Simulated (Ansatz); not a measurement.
KBr: an elastic constant from a strain scan

All numbers below come from DFT PBE, scalar-relativistic, plane waves, PAW (Ansatz). Cutoff 420 eV, Γ-centred 6×6×6 k-points, Gaussian smearing of 0.05 eV. No spin polarisation. Energies are free energies at this smearing, counted from the undisturbed cell; pressure is positive in compression.

Reference structure (as given, not relaxed at this level; it stands at 0.8 GPa):

```
K Br
1.0
     0.00000    3.29250    3.29250
     3.29250    0.00000    3.29250
     3.29250    3.29250    0.00000
K Br
1 1
Direct
  0.00000 0.00000 0.00000
  0.50000 0.50000 0.50000
```

The cell is strained by ε times the Voigt pattern (1, 1, 0, 0, 0, 0) (xx, yy, zz, yz, xz, xy; engineering shear) with fractional coordinates fixed. The cell holds 2 atoms in V0 = 71.39 Å³. The stress column is τ = (1/V0) dE/dε, got from the stress tensor σ (compression positive) at each point as −det(1 + εP) σ : P(1 + εP)⁻¹, with P the pattern as a tensor.

| ε | ΔE (meV/atom) | τ (GPa) |
| --- | --- | --- |
| -0.1000 | 192.700 | -18.853 |
| -0.0750 | 105.961 | -12.586 |
| -0.0500 | 49.660 | -7.855 |
| -0.0250 | 16.273 | -4.307 |
| 0.0000 | 0.000 | -1.669 |
| 0.0250 | -3.614 | 0.270 |
| 0.0500 | 2.011 | 1.672 |
| 0.0750 | 14.251 | 2.664 |
| 0.0875 | 22.204 | 3.037 |
| 0.1000 | ? | ? |

Q: Which combination of elastic constants does this scan measure, and how large is it?

A: For small ε, τ = τ0 + Kε with K = pᵀCp, which for this pattern is 2(C11 + C12) in the cubic axes. The parabola through τ at ε = -0.0250, 0 and 0.0250 has slope K = 92 GPa at zero. The energies per cell, E = NΔE, of the same two points give K = 2[E(ε₊)/ε₊ − E(ε₋)/ε₋]/[(ε₊ − ε₋)V0] = 91 GPa, in agreement.

Q: Predict the withheld row at ε = 0.1000 from the harmonic law, and compare.

A: ΔE = V0(τ0 ε + Kε²/2)/N = 64.779 meV/atom and τ = 7.48 GPa. The calculation gives 31.099 meV/atom and 3.34 GPa: the energy lies 52 % below the harmonic value, as bonds soften when stretched.